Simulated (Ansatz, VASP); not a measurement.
# One calculation of Ba, two programs

```
Ba
1.0
    -2.47262    2.47262    2.47262
     2.47262   -2.47262    2.47262
     2.47262    2.47262   -2.47262
Ba
1
Direct
  0.00000 0.00000 0.00000
```

Change from the starting cell: volume scaled by 0.96.

Alike in both runs: task single point; functional LDA; k mesh 8 × 8 × 8; occupations fermi-dirac, width 0.05 eV; no spin polarisation.

```csv
,VASP,Ansatz
version,VASP 6.6.1,Ansatz 0.2.0
potentials or method,"VASP PAW LDA potentials, release 64 (Ba_sv), cutoff 520 eV","all-electron LAPW, scalar-relativistic"
```

|  | VASP | Ansatz | Ansatz less VASP |
| --- | --- | --- | --- |
| gap on the k mesh at the Fermi level (eV) | none | none | - |
| pressure (GPa) | -1.0 | -1.1 | -0.07 |

A gap of «none» marks a metal or a gap that the smearing closes. Ansatz ran all-electron here, so the differences hold the error of VASP's frozen core and of both bases.

Spin-orbit coupling is left out, which matters for the levels of Ba.
